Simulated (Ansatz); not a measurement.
The system is NbAs.

```
Nb As
1.0
    -1.72585    1.72585    5.84000
     1.72585   -1.72585    5.84000
     1.72585    1.72585   -5.84000
Nb As
2 2
Direct
  0.50000 0.00000 0.50000
  0.75000 0.75000 0.00000
  0.91600 0.41600 0.50000
  0.16600 0.16600 0.00000
```

Base run:

- Program: Ansatz 0.2.0
- Functional: LDA
- Potentials or basis: Ansatz PAW
- Cutoff: 420 eV (not typed: the program's choice for these potentials)
- k mesh: 11 × 11 × 11
- Occupations: fermi-dirac, width 0.05 eV
- Spin: no spin polarisation
- Hubbard terms: Nb d U = 6 eV

Its results: band gap on the k mesh none (metal or under the smearing width); pressure -1.1 GPa; largest force 0.053 eV/Å.

Problem. The run is repeated on the same cell with these changes: hubbard terms from Nb d U = 6 eV to none; hubbard projectors from ortho-atomic (the default) to none. What comes out?

Solution. Band gap on the k mesh none (metal or under the smearing width); pressure -5.5 GPa; largest force 0.275 eV/Å.

Caveats: the PAW data sets come from PBE, with cores solved anew for the run's functional, which leaves a small shift of forces and pressure; U without spin polarisation on a metal has little footing (some runs); the U is typed as a test and isn't derived for this compound (some runs).
